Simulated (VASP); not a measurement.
GaSe:

```
Ga Se
1.0
     3.74200    0.00000    0.00000
    -1.87100    3.24067    0.00000
     0.00000    0.00000   15.91900
Ga Se
4 4
Direct
  0.33333 0.66667 0.17700
  0.66667 0.33333 0.67700
  0.33333 0.66667 0.32300
  0.66667 0.33333 0.82300
  0.33333 0.66667 0.60000
  0.66667 0.33333 0.10000
  0.33333 0.66667 0.90000
  0.66667 0.33333 0.40000
```

```yaml
Program: VASP 6.6.1
Task: relaxation of cell and atoms
Functional: PBEsol
Potentials_or_basis: VASP PAW PBE potentials, release 64 (Ga_d, Se)
Cutoff: 600 eV
k_mesh: 12 × 12 × 2
Occupations: gaussian, width 0.03 eV
Spin: no spin polarisation
```

At the start: pressure 0.2 GPa; volume 24.13 Å³/atom.

Question: How do energy, volume and symmetry change on relaxing?

Answer: Over 26 steps the energy falls by 16.3 meV/atom and the volume is 24.92 Å³/atom (+3.3 %); space group P6_3/mmc (No. 194, to 0.05 Å).

Step by step:
```csv
step,energy change (eV),largest force (eV/Å),pressure (GPa),volume (Å³)
1,0.0000,1.2142,0.16,193.04
2,-0.0961,0.4665,0.80,193.69
3,-0.1204,0.0316,0.57,193.49
4,-0.1246,0.0839,-0.14,195.77
5,-0.1246,0.0792,0.08,195.58
6,-0.1246,0.0832,-0.19,195.72
7,-0.1246,0.0809,-0.04,195.65
8,-0.1259,0.0469,0.02,195.75
9,-0.1261,0.0434,0.07,195.90
10,-0.1262,0.0316,0.03,195.84
11,-0.1266,0.0177,0.05,195.99
12,-0.1272,0.0345,-0.02,196.43
13,-0.1273,0.0538,-0.02,196.61
14,-0.1275,0.0520,-0.01,196.65
15,-0.1279,0.0459,-0.01,196.77
16,-0.1285,0.0337,0.00,197.02
17,-0.1294,0.0092,0.09,197.52
18,-0.1296,0.0389,0.22,198.51
19,-0.1297,0.0229,0.19,198.19
20,-0.1300,0.0145,0.06,198.85
21,-0.1300,0.0123,0.04,199.05
22,-0.1300,0.0086,0.00,199.43
23,-0.1300,0.0105,0.04,199.28
24,-0.1300,0.0084,-0.06,199.39
25,-0.1300,0.0099,0.01,199.31
26,-0.1301,0.0067,-0.02,199.33
```

Final structure:
```
Ga Se
1.0
     3.74619    0.00000    0.00000
    -1.87310    3.24430    0.00000
     0.00000    0.00000   16.40089
Ga Se
4 4
Direct
  0.33333 0.66667 0.17584
  0.66667 0.33333 0.67584
  0.33333 0.66667 0.32416
  0.66667 0.33333 0.82416
  0.33333 0.66667 0.60414
  0.66667 0.33333 0.10414
  0.33333 0.66667 0.89586
  0.66667 0.33333 0.39586
```

Caveat: the PAW data sets were made with another functional, which shifts forces and pressure a little; this functional lacks dispersion, which binds the layers, so the pressure and a relaxed spacing across them are unreliable.
